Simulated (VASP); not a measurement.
# Lattice of SiO2 (Quartz), functional by functional, part 2 of 3

Which functional gives which lattice for SiO2 (Quartz)? The starting structure is a measured crystal structure from the Crystallography Open Database. The first relaxation on each setting starts from this cell expanded by 3 % in volume.

VASP 6.6.1.

Results so far: LDA 12.25 Å³ an atom; PBE 13.40 Å³ an atom.

## Step 4: Relaxation with PBEsol + D3(BJ)

Level of this step: PBEsol with D3(BJ); plane waves and PAW (Si, O) (VASP).

PBEsol restores the gradient expansion of exchange and is tuned for the cells of solids. D3 with Becke-Johnson damping keeps a finite attraction at short range. This run starts from the cell of an earlier relaxation, which isn't shown and hadn't converged.

Input file INCAR:

```
SYSTEM = SiO2
PREC = Accurate
ENCUT = 520
EDIFF = 1E-06
NELM = 100
ISMEAR = 0
SIGMA = 0.03
LREAL = .FALSE.
ALGO = Normal
GGA = PS
IVDW = 12
NBANDS = 33
LORBIT = 11
LWAVE = .FALSE.
LCHARG = .FALSE.
KPAR = 16
IBRION = 2
NSW = 50
ISIF = 3
EDIFFG = -0.006
```

Input file POSCAR:

```
SiO2
1.0
    4.8812760586      0.0000000000      0.0000000000
   -2.4406380293      4.2273090697      0.0000000000
    0.0000000000      0.0000000000      5.3889055386
Si O
3 6
Direct
    0.5363787108      0.5363787108      0.0000000000
    1.0000000000      0.4636212892      0.3333333333
    0.4636212892      0.0000000000      0.6666666667
    0.1315992028      0.7219646939      0.5563762315
    0.8684007972      0.5903654911      0.1102904351
    0.5903654911      0.8684007972      0.8897095649
    0.7219646939      0.1315992028      0.4436237685
    0.2780353061      0.4096345089      0.2230428982
    0.4096345089      0.2780353061      0.7769571018
```

Input file KPOINTS:

```
Automatic mesh
0
Gamma
6 6 4
0 0 0
```

PAW data sets: Si and O (PBE family, release 64).

Started as:

```sh
$ mpirun -np 16 vasp_std
```

The program printed:

```text
[banner, memory and clock lines left out]
running   16 mpi-ranks, on    1 nodes
[...]
[... a notice as in an earlier step ...]

|                                                                             |
|               ----> ADVICE to this user running VASP <----                  |
|                                                                             |
|     You enforced a specific xc type in the INCAR file but a different       |
|     [... a line on the potential file left out ...]
|     I HOPE YOU KNOW WHAT YOU ARE DOING!                                     |
|                                                                             |

 LDA part: xc-table for (Slater+PW92), standard interpolation
 POSCAR, INCAR and KPOINTS ok, starting setup
[...]
entering main loop
       N       E                     dE             d eps       ncg     rms          rms(c)
DAV:   1     0.268075875373E+03    0.26808E+03   -0.25290E+04  1592   0.135E+03
DAV:   2    -0.651386069428E+02   -0.33321E+03   -0.32337E+03  2040   0.308E+02
[...]
DAV:   2    -0.739745102892E+02   -0.52146E-05   -0.30037E-04  2016   0.101E-01    0.202E-02
DAV:   3    -0.739745001043E+02    0.10185E-04   -0.92049E-06  2006   0.237E-02    0.924E-03
DAV:   4    -0.739744983139E+02    0.17904E-05   -0.74702E-06  1984   0.179E-02    0.156E-03
DAV:   5    -0.739744984042E+02   -0.90321E-07   -0.94678E-07  1094   0.592E-03
   2 F= -.75011079E+02 E0= -.75011079E+02  d E =0.425174E-04
 trial-energy change:    0.000043  1 .order    0.000043   -0.000048    0.000133
 step:   0.2648(harm=  0.2648)  dis= 0.00010  next Energy=   -75.011127 (dE=-0.636E-05)
[...]
N       E                     dE             d eps       ncg     rms          rms(c)
DAV:   1    -0.739746426653E+02   -0.14435E-03   -0.51525E-03  1610   0.453E-01    0.407E-02
DAV:   2    -0.739746451293E+02   -0.24640E-05   -0.16216E-04  2014   0.746E-02    0.149E-02
DAV:   3    -0.739746394998E+02    0.56295E-05   -0.49699E-06  2007   0.174E-02    0.695E-03
DAV:   4    -0.739746384366E+02    0.10631E-05   -0.40190E-06  1770   0.133E-02    0.114E-03
DAV:   5    -0.739746384461E+02   -0.94578E-08   -0.56855E-07   974   0.468E-03
   3 F= -.75011127E+02 E0= -.75011127E+02  d E =-.634264E-05
[...]
reached required accuracy - stopping structural energy minimisation
```

Run time: 19 s. Hardware: 16 MPI ranks of Intel Xeon Platinum 8259CL at 2.50GHz (Skylake/Cascade Lake), shared host; peak memory 4.5 GiB; 4.9 min of CPU time.

OUTCAR, selected parts (step 4):

```text
 Edisp (eV)   -1.03658

 Edisp (eV)   -1.03649

  Total      -0.00958    -0.00958     0.01292    -0.00000     0.00000     0.00000
  in kB      -0.13803    -0.13803     0.18615    -0.00000     0.00000     0.00000
  external pressure =       -0.03 kB  Pullay stress =        0.00 kB

 POSITION                                       TOTAL-FORCE (eV/Angst)
 -----------------------------------------------------------------------------------
      1.30910      2.26743      0.00000        -0.001626     -0.002816     -0.000000
     -1.13144      1.95971      1.79639        -0.001626      0.002816     -0.000000
      2.26288      0.00000      3.59278         0.003252      0.000000     -0.000000
     -1.11961      3.05195      2.99846        -0.000794      0.000186     -0.001377
      2.79783      2.49558      0.59431         0.000236      0.000780      0.001377
      0.76233      3.67078      4.79485         0.000558      0.000595     -0.001377
      3.20287      0.55637      2.39070         0.000558     -0.000595      0.001377
      0.35728      1.73156      1.20208         0.000236     -0.000780     -0.001377
      1.32094      1.17520      4.18709        -0.000794     -0.000186      0.001377
 -----------------------------------------------------------------------------------
    total drift:                                0.000002      0.000004     -0.000000

  FREE ENERGIE OF THE ION-ELECTRON SYSTEM (eV)
  ---------------------------------------------------
  free  energy   TOTEN  =       -75.0111274493 eV

  energy  without entropy=      -75.0111274493  energy(sigma->0) =      -75.01112745

[... 2 parts as in an earlier step ...]

[... 2 further parts left out ...]
[key lines of the parts left out:]
E-fermi :   1.3849
```

With PBEsol + D3(BJ) the relaxed cell holds 12.355 Å³ an atom, -1.97 % against the measured cell, with a = 4.881 Å and c = 5.389 Å. That is +0.84 % from LDA. Pressures at 0.985 and 1.015 times this volume, from two more relaxations that aren't shown, give a bulk modulus of 37.2 GPa.

## Step 5: Relaxation with r2SCAN

r2SCAN adds the kinetic-energy density, costs more than a GGA and is run with LASPH. This run starts from the cell of an earlier relaxation, which isn't shown; the restart sets up the plane waves anew.

Changes to INCAR since step 4:

```diff
@@ -9,4 +9,4 @@
 ALGO = Normal
-GGA = PS
-IVDW = 12
+METAGGA = R2SCAN
+LASPH = .TRUE.
 NBANDS = 33
```

Input file POSCAR:

```
SiO2
1.0
    4.9236868326      0.0000000000      0.0000000000
   -2.4618434163      4.2640378774      0.0000000000
    0.0000000000      0.0000000000      5.4243941118
Si O
3 6
Direct
    0.5309251417      0.5309251417      0.0000000000
    0.0000000000      0.4690748583      0.3333333333
    0.4690748583      0.0000000000      0.6666666667
    0.1448313744      0.7312359978      0.5482758069
    0.8551686256      0.5864046234      0.1183908597
    0.5864046234      0.8551686256      0.8816091403
    0.7312359978      0.1448313744      0.4517241931
    0.2687640022      0.4135953766      0.2149424736
    0.4135953766      0.2687640022      0.7850575264
```

KPOINTS is that of step 4.

Started as:

```sh
$ mpirun -np 16 vasp_std
```

The program printed:

```text
[banner, memory and clock lines left out]
running   16 mpi-ranks, on    1 nodes
[...]
[... a notice as in an earlier step ...]

 [... a notice as in an earlier step ...]

 LDA part: xc-table for (None), standard interpolation
 POSCAR, INCAR and KPOINTS ok, starting setup
[...]
entering main loop
       N       E                     dE             d eps       ncg     rms          rms(c)
DAV:   1     0.253962857712E+03    0.25396E+03   -0.25927E+04  1584   0.138E+03
DAV:   2    -0.949089500837E+02   -0.34887E+03   -0.33824E+03  2039   0.314E+02
DAV:   3    -0.112940995138E+03   -0.18032E+02   -0.17963E+02  1992   0.761E+01
DAV:   4    -0.113128199335E+03   -0.18720E+00   -0.18705E+00  1967   0.869E+00
[...]
DAV:  11    -0.894305367410E+02   -0.39763E-03   -0.38293E-04  1872   0.144E-01    0.433E-02
DAV:  12    -0.894305296479E+02    0.70931E-05   -0.14843E-05  2016   0.262E-02    0.217E-02
DAV:  13    -0.894305288936E+02    0.75431E-06   -0.47376E-06  1768   0.128E-02
   1 F= -.89430529E+02 E0= -.89430529E+02  d E =-.894305E+02
[...]
reached required accuracy - stopping structural energy minimisation
```

Run time: 36 s. Hardware: 16 MPI ranks; peak memory 4.8 GiB.

Parts of OUTCAR (step 5):

```text
  Total        0.0353178      0.0353178     -0.0075113      0.0000000      0.0000000      0.0000000
  in kB        0.4968691      0.4968691     -0.1056733      0.0000000      0.0000000      0.0000000
  external PRESSURE =       0.2960216 kB  Pullay stress =       0.0000000 kB

 POSITION                                       TOTAL-FORCE (eV/Angst)
 -----------------------------------------------------------------------------------
      1.30705      2.26388      0.00000         0.001001      0.001734     -0.000000
     -1.15479      2.00015      1.80813         0.001001     -0.001734     -0.000000
      2.30958      0.00000      3.61626        -0.002003      0.000000     -0.000000
     -1.08708      3.11802      2.97406        -0.003646      0.000453     -0.000858
      2.76695      2.50045      0.64220         0.001431      0.003384      0.000858
      0.78198      3.64647      4.78220         0.002215      0.002931     -0.000858
      3.24382      0.61757      2.45033         0.002215     -0.002931      0.000858
      0.30510      1.76359      1.16593         0.001431     -0.003384     -0.000858
      1.37476      1.14602      4.25846        -0.003646     -0.000453      0.000858
 -----------------------------------------------------------------------------------
    total drift:                               -0.000029     -0.000050      0.000000

  FREE ENERGIE OF THE ION-ELECTRON SYSTEM (eV)
  ---------------------------------------------------
  free  energy   TOTEN  =       -89.4305288936 eV

  energy  without entropy=      -89.4305288936  energy(sigma->0) =      -89.43052889

[... 2 parts as in an earlier step ...]

[... 2 further parts left out ...]
[key lines of the parts left out:]
E-fermi :   0.8152
```

With r2SCAN the relaxed cell holds 12.654 Å³ an atom, +0.40 % against the measured cell, with a = 4.924 Å and c = 5.424 Å. That is +3.28 % from LDA. Pressures at 0.985 and 1.015 times this volume, from two more relaxations that aren't shown, give a bulk modulus of 42.1 GPa.

## Step 6: Relaxation with r2SCAN + rVV10

rVV10 adds a nonlocal correlation energy for dispersion. This run starts from the cell of an earlier relaxation, which isn't shown and was stopped at its time limit.

Changes to INCAR since step 5:

```diff
@@ -10,2 +10,6 @@
 METAGGA = R2SCAN
+LUSE_VDW = .TRUE.
+IVDW_NL = 2
+BPARAM = 11.95
+CPARAM = 0.0093
 LASPH = .TRUE.
```

Input file POSCAR:

```
SiO2
1.0
    4.9114008311      0.0000000000      0.0000000000
   -2.4557004156      4.2533978880      0.0000000000
    0.0000000000      0.0000000000      5.4126365513
Si O
3 6
Direct
    0.5299021089      0.5299021089      0.0000000000
    0.0000000000      0.4700978911      0.3333333333
    0.4700978911      0.0000000000      0.6666666667
    0.1441400931      0.7332792557      0.5479292857
    0.8558599069      0.5891391626      0.1187373809
    0.5891391626      0.8558599069      0.8812626191
    0.7332792557      0.1441400931      0.4520707143
    0.2667207443      0.4108608374      0.2145959524
    0.4108608374      0.2667207443      0.7854040476
```

KPOINTS is that of step 5.

Started as:

```sh
$ mpirun -np 16 vasp_std
```

The program printed:

```text
[banner, memory and clock lines left out]
running   16 mpi-ranks, on    1 nodes
[...]
[... a notice as in an earlier step ...]

|                                                                             |
|               ----> ADVICE to this user running VASP <----                  |
|                                                                             |
|     You have switched on vdW-DFT.                                           |
|     This routine was written and supplied by Jiri Klimes. We recommend      |
|     that you carefully read and cite the following publications:            |
|       J. Klimes, D.R. Bowler, A. Michelides                                 |
|          J. Phys.: Cond Matt. 22 022201 (2010)                              |
|       J. Klimes, D.R. Bowler, A. Michelides                                 |
|          Phys. Rev. B. 83, 195131 (2011)                                    |
|     and references therein.                                                 |
[...]
1 F= -.87944103E+02 E0= -.87944103E+02  d E =-.879441E+02
[... from here on, the cycles between the ionic steps are left out ...]
   2 F= -.87945670E+02 E0= -.87945670E+02  d E =-.156771E-02
   3 F= -.87945697E+02 E0= -.87945697E+02  d E =-.159492E-02
   4 F= -.87946666E+02 E0= -.87946666E+02  d E =-.968333E-03
   5 F= -.87947829E+02 E0= -.87947829E+02  d E =-.213188E-02
   6 F= -.87948605E+02 E0= -.87948605E+02  d E =-.775315E-03
   7 F= -.87948667E+02 E0= -.87948667E+02  d E =-.837967E-03
   8 F= -.87949284E+02 E0= -.87949284E+02  d E =-.616697E-03
   9 F= -.87950963E+02 E0= -.87950963E+02  d E =-.229572E-02
  10 F= -.87953507E+02 E0= -.87953507E+02  d E =-.483944E-02
  11 F= -.87954849E+02 E0= -.87954849E+02  d E =-.618168E-02
  12 F= -.87955510E+02 E0= -.87955510E+02  d E =-.660673E-03
  13 F= -.87955563E+02 E0= -.87955563E+02  d E =-.713576E-03
  14 F= -.87956537E+02 E0= -.87956537E+02  d E =-.974412E-03
  15 F= -.87956675E+02 E0= -.87956675E+02  d E =-.111223E-02
[...]
hard stop encountered!  aborting job ...
[...]
|     The electronic self-consistency was not achieved in the given           |
[...]
soft stop encountered!  aborting job ...
  16 F= -.87956730E+02 E0= -.87956730E+02  d E =-.431044E-21
 deleting file STOPCAR
```

Elapsed: 25 min, on 16 MPI ranks; peak memory 9 GiB.

The run was stopped at its time limit, after 16 ionic steps.

## Step 7: Relaxation with vdW-DF-cx

vdW-DF-cx takes its exchange from the same plasmon model as its correlation. This run starts from the cell of an earlier relaxation, which isn't shown and was stopped at its time limit.

Changes to INCAR since step 6:

```diff
@@ -9,7 +9,5 @@
 ALGO = Normal
-METAGGA = R2SCAN
+GGA = CX
+AGGAC = 0
 LUSE_VDW = .TRUE.
-IVDW_NL = 2
-BPARAM = 11.95
-CPARAM = 0.0093
 LASPH = .TRUE.
```

Input file POSCAR:

```
SiO2
1.0
    4.9192770761      0.0000000000      0.0000000000
   -2.4596385381      4.2602189162      0.0000000000
    0.0000000000      0.0000000000      5.4389440410
Si O
3 6
Direct
    0.5351695052      0.5351695052      0.0000000000
    1.0000000000      0.4648304948      0.3333333333
    0.4648304948      0.0000000000      0.6666666667
    0.1360037875      0.7260839418      0.5522828569
    0.8639962125      0.5900801543      0.1143838097
    0.5900801543      0.8639962125      0.8856161903
    0.7260839418      0.1360037875      0.4477171431
    0.2739160582      0.4099198457      0.2189495236
    0.4099198457      0.2739160582      0.7810504764
```

KPOINTS is that of step 6.

Started as:

```sh
$ mpirun -np 16 vasp_std
```

The program printed:

```text
[banner, memory and clock lines left out]
running   16 mpi-ranks, on    1 nodes
[...]
[... a notice as in an earlier step ...]

 [... a notice as in an earlier step ...]

 [... a notice as in an earlier step ...]

 LDA part: xc-table for (Slater+PW92), standard interpolation
 POSCAR, INCAR and KPOINTS ok, starting setup
[...]
entering main loop
       N       E                     dE             d eps       ncg     rms          rms(c)
DAV:   1     0.291728705541E+03    0.29173E+03   -0.25118E+04  1584   0.134E+03
DAV:   2    -0.484947394780E+02   -0.34022E+03   -0.32844E+03  2079   0.307E+02
DAV:   3    -0.669210611937E+02   -0.18426E+02   -0.18342E+02  1984   0.758E+01
DAV:   4    -0.671272241541E+02   -0.20616E+00   -0.20594E+00  1976   0.897E+00
[...]
DAV:  13    -0.582905754205E+02   -0.78708E-05   -0.41176E-05  1944   0.345E-02    0.434E-03
DAV:  14    -0.582905767604E+02   -0.13399E-05   -0.20604E-06  1654   0.824E-03    0.121E-03
DAV:  15    -0.582905768244E+02   -0.63980E-07   -0.14155E-07  1392   0.225E-03
   1 F= -.58290577E+02 E0= -.58290577E+02  d E =-.582906E+02
[... from here on, the cycles between the ionic steps are left out ...]
   2 F= -.58291517E+02 E0= -.58291517E+02  d E =-.939807E-03
   3 F= -.58291763E+02 E0= -.58291763E+02  d E =-.118578E-02
   5 F= -.58292028E+02 E0= -.58292028E+02  d E =-.264943E-03
   7 F= -.58292100E+02 E0= -.58292100E+02  d E =-.729401E-04
   9 F= -.58292259E+02 E0= -.58292259E+02  d E =-.158193E-03
  11 F= -.58292313E+02 E0= -.58292313E+02  d E =-.547985E-04
  13 F= -.58292355E+02 E0= -.58292355E+02  d E =-.411024E-04
  15 F= -.58292410E+02 E0= -.58292410E+02  d E =-.549343E-04
  17 F= -.58292448E+02 E0= -.58292448E+02  d E =-.389658E-04
  19 F= -.58292504E+02 E0= -.58292504E+02  d E =-.280021E-04
  21 F= -.58292555E+02 E0= -.58292555E+02  d E =-.165713E-04
  23 F= -.58292585E+02 E0= -.58292585E+02  d E =-.198505E-04
[...]
hard stop encountered!  aborting job ...
[...]
soft stop encountered!  aborting job ...
  24 F= -.58292606E+02 E0= -.58292606E+02  d E =-.183939E-24
 deleting file STOPCAR
```

Wall time 25 min (16 MPI ranks); peak memory 10 GiB.

The run was stopped at its time limit, after 24 ionic steps.

[end of part 2 of 3]

[Lines on the potential files, build, host, timing and source positions are cut from VASP's logs without a mark.]

[Logs are printed without paths, hosts, clocks, repeated set-up lines and the standing remarks that a program may print on its own settings, such as how far it seeks lower states.]

[Hosts, paths, dates, database ids (printed as entryN), source tags and the programs' standing remarks are cut or masked in the printed files.]
